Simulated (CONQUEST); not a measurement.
**Mo in CONQUEST: convergence with smearing width**

Input of the first run (smearing width 0.4 eV); the others differ in this setting and in those tied to it:

The input Conquest_input:

```
IO.Title Mo
IO.Coordinates coords.dat
IO.FractionalAtomicCoords T
IO.Iprint 2
IO.Iprint_init 1
General.NumberOfSpecies 1
General.PseudopotentialType hamann
AtomMove.TypeOfRun static
AtomMove.FullStress T
Grid.GridCutoff 120
DM.SolutionMethod diagon
Diag.MPMesh T
Diag.GammaCentred T
Diag.MPMeshX 8
Diag.MPMeshY 8
Diag.MPMeshZ 8
Diag.kT 0.01469973
minE.SCTolerance 1e-6
Diag.SmearingType 1
Diag.MPOrder 1
SC.MaxIters 100
IO.AtomChargeOutput T
%block ChemicalSpeciesLabel
1 95.940 Mo
%endblock
```

The input coords.dat:

```
    5.9859303816     0.0000000000     0.0000000000
    0.0000000000     5.9859303816     0.0000000000
    0.0000000000     0.0000000000     5.9859303816
2
  0.0161680000  -0.0109470000   0.0019540000 1 T T T
  0.4924100000   0.4921810000   0.4871200000 1 T T T
```

Potentials or basis: PseudoDojo NC PBE, SZP, grid cutoff 120 Ha.

Run with:

```bash
$ OMP_NUM_THREADS=1 Conquest
```

The cell isn't the ideal one: atoms moved at random.

Hardware: 1 thread of AMD EPYC 7B13 (Zen 3), on a shared host.

```tsv
smearing width	energy less the tightest run (meV/atom)	pressure (GPa)	largest force (eV/Å)	SCF cycles	CPU time (s)	peak memory (GiB)
0.4 eV	-1.46	6.83	0.623	7	56	0.38
0.3 eV	-0.82	6.89	0.613	7	55	0.38
0.2 eV	-0.38	6.88	0.598	7	55	0.38
0.1 eV	-0.09	6.82	0.574	7	56	0.38
0.05 eV	-0.01	6.81	0.550	8	65	0.38
0.025 eV	0.00	6.81	0.545	8	67	0.38
0.01 eV	0.00	6.82	0.546	8	74	0.38
0.005 eV	0.00	6.81	0.547	8	82	0.38
```

Against the tightest run, the energy stays within 1 meV/atom from 0.3 eV on; the pressure stays within 0.1 GPa from 0.4 eV on; the largest force stays within 0.005 eV/Å from 0.05 eV on. Narrower smearing needs a denser k mesh, so at a fixed mesh the narrowest width isn't the most accurate. The tightest run that finished is the yardstick and may itself not be fully converged.

Caveat, for the tightest run too: the atomic basis is small; the basis of atomic orbitals isn't converged, which shifts pressures, moduli and gaps.
